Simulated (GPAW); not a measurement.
The system is AlN.

```xyz
4
Lattice="3.1130 0.0000 0.0000 -1.5565 2.6959 0.0000 0.0000 0.0000 4.9810" Properties=species:S:1:pos:R:3 pbc="T T T"
Al    1.5565    0.8986    2.4905
Al    0.0000    1.7973    0.0000
N     1.5565    0.8986    4.3833
N     0.0000    1.7973    1.8928
```

Program: GPAW 26.7.0. Alike in all runs: task band structure; no spin polarisation; cell as given; k mesh 7 × 7 × 4; cutoff (eV) 800; smearing fermi-dirac 0.05 eV.

**Question.** Order these runs on this cell by their band gap on the k mesh, lowest first.
A. level WC; potentials or basis PAW data sets generated in the run's folder for this functional, pw
B. level TASK; potentials or basis GPAW PAW data sets (gpaw-data 1.2.1), pw
C. level BLYP; potentials or basis PAW data sets generated in the run's folder for this functional, pw; eigensolver davidson

**Answer.** A (4.16 eV), C (4.56 eV), B (5.87 eV).
